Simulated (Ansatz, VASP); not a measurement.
**Two plane-wave programs on Ta**

```
CELL_PARAMETERS angstrom
-1.65951 1.65951 1.65951
1.65951 -1.65951 1.65951
1.65951 1.65951 -1.65951
ATOMIC_POSITIONS crystal
Ta 0.00000 0.00000 0.00000
```

Alike in both runs: functional PBE; k mesh 14 × 14 × 14; occupations gaussian, width 0.1 eV; no spin polarisation.

Ansatz relaxed the structure, and its values are those at the end. VASP's run is a single point on that final structure, the one shown.

```csv
,VASP,Ansatz
version,VASP 6.6.1,Ansatz 0.2.0
potentials or method,"VASP PAW PBE potentials, release 64 (Ta_pv)","scalar-relativistic, plane waves, PAW"
plane-wave cutoff (eV),520,420
valence electrons in the cell,11,13
```

Ansatz gave:

- gap on the k mesh at the Fermi level (eV): none
- pressure (GPa): 0.0

Problem. Which values does VASP return?

Solution. gap on the k mesh at the Fermi level (eV): none; pressure (GPa): 0.1.

A gap of «none» marks a metal or a gap that the smearing closes. The two sets of potentials don't hold the same shells in valence.

The runs have no spin-orbit coupling, so splittings on Ta are missing.
